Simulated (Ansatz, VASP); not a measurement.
**Y: VASP beside Ansatz**

Contents of INCAR:

```
SYSTEM = Y
PREC = Accurate
ENCUT = 520
EDIFF = 1E-6
ISMEAR = -1
SIGMA = 0.08
LREAL = .False.
LASPH = .True.
NELM = 100
ALGO = Normal
ISIF = 2
LWAVE = .False.
LCHARG = .True.
GGA = PE
LELF = .True.
LVHAR = .True.
NBANDS = 12
```

The input KPOINTS:

```
Automatic mesh
0
Gamma
  12 12 12
  0 0 0
```

The input POSCAR:

```
Y
1.0
    3.0822917252      0.0000000000      0.0000000000
    0.0000000000      3.0822917252      0.0000000000
    0.0000000000      0.0000000000      3.0822917252
Y
1
Direct
    0.0000000000      0.0000000000      0.0000000000
```

Input for Ansatz:

```yaml
crystal:
  lattice:
    - [3.0822917252, 0.0, 0.0]
    - [0.0, 3.0822917252, 0.0]
    - [0.0, 0.0, 3.0822917252]
  atoms:
    - { symbol: "Y", position: [0.0, 0.0, 0.0] }
kpoints:
  mp_grid: { grid: [12, 12, 12] }
scf:
  occupations: { method: fermi_dirac, width: 0.08 }
hamiltonian:
  xc: pbe
  pseudopotentials: { kind: all_electron, lapw: { basis_error: 0.001 } }
output:
  forces: true
  stress: true
  eigenvalues: true
  populations: true
```

Change from the starting cell: volume scaled by 0.84, LAPW.

Alike in both runs: task single point; functional PBE; k mesh 12 × 12 × 12; occupations fermi-dirac, width 0.08 eV; no spin polarisation.

|  | VASP | Ansatz |
| --- | --- | --- |
| version | VASP 6.6.1 | Ansatz 0.2.0 |
| potentials or method | VASP PAW PBE potentials, release 64 (Y_sv) | all-electron LAPW, scalar-relativistic |
| plane-wave cutoff (eV) | 520 | see its input |

```csv
,VASP,Ansatz,Ansatz less VASP
pressure (GPa),5.8,5.8,+0.05
```

Ansatz ran all-electron here, so the differences hold the error of VASP's frozen core and of both bases.
